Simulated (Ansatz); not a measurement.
All numbers below come from DFT PBE, scalar-relativistic, plane waves, PAW in Ansatz 0.2.0. Settings: cutoff 420 eV, Γ-centred meshes spaced at most about 0.3 Å⁻¹, and about 0.25 Å⁻¹ or finer for metals (2π included), Gaussian smearing. No spin polarisation.

These are static total energies at zero pressure. All are two-dimensional sheets, periodic along a and b, with vacuum along c.

Problem. Which of these relaxed structures of Au is the lowest in energy?
A.

```cif
data_structure
_symmetry_space_group_name_H-M 'P 1'
_symmetry_Int_Tables_number 1
_cell_length_a 2.7487
_cell_length_b 2.7487
_cell_length_c 28.3325
_cell_angle_alpha 90.000
_cell_angle_beta 90.000
_cell_angle_gamma 90.000
_cell_volume 214.05
loop_
_atom_site_label
_atom_site_type_symbol
_atom_site_fract_x
_atom_site_fract_y
_atom_site_fract_z
_atom_site_occupancy
Au1 Au 0.00000 0.50000 0.24197 1
Au2 Au 0.50000 0.00000 0.32275 1
```

B.

```cif
data_structure
_symmetry_space_group_name_H-M 'P 1'
_symmetry_Int_Tables_number 1
_cell_length_a 2.6623
_cell_length_b 2.6622
_cell_length_c 23.8000
_cell_angle_alpha 90.000
_cell_angle_beta 90.000
_cell_angle_gamma 90.000
_cell_volume 168.69
loop_
_atom_site_label
_atom_site_type_symbol
_atom_site_fract_x
_atom_site_fract_y
_atom_site_fract_z
_atom_site_occupancy
Au1 Au 0.00000 0.00000 0.29412 1
```

C.

```cif
data_structure
_symmetry_space_group_name_H-M 'P 1'
_symmetry_Int_Tables_number 1
_cell_length_a 4.4744
_cell_length_b 4.4744
_cell_length_c 23.8000
_cell_angle_alpha 90.000
_cell_angle_beta 90.000
_cell_angle_gamma 120.000
_cell_volume 412.65
loop_
_atom_site_label
_atom_site_type_symbol
_atom_site_fract_x
_atom_site_fract_y
_atom_site_fract_z
_atom_site_occupancy
Au1 Au 0.33333 0.66667 0.29412 1
Au2 Au 0.66667 0.33333 0.29412 1
```

D.

```cif
data_structure
_symmetry_space_group_name_H-M 'P 1'
_symmetry_Int_Tables_number 1
_cell_length_a 4.7487
_cell_length_b 4.7487
_cell_length_c 24.6424
_cell_angle_alpha 90.000
_cell_angle_beta 90.000
_cell_angle_gamma 120.000
_cell_volume 481.24
loop_
_atom_site_label
_atom_site_type_symbol
_atom_site_fract_x
_atom_site_fract_y
_atom_site_fract_z
_atom_site_occupancy
Au1 Au 0.33333 0.66667 0.30435 1
Au2 Au 0.66667 0.33333 0.30435 1
Au3 Au 0.00000 0.00000 0.30435 1
```

Solution. D. The next of these, A, lies 131 meV/atom higher. Forms: D p6/mmm; A p4/nmm; B p4/mmm; C p6/mmm. Counting all near atoms (those within 1.25 times the shortest distance at each site): D has Au 6; A has Au 8; B has Au 4; C has Au 3. All come from invented guesses.

These runs have no spin–orbit coupling, which can matter for Au. Cells relaxed within their symmetry can be saddle points. Some structure types and database cells were kept out of the candidates from the start, so a known form may be missing.
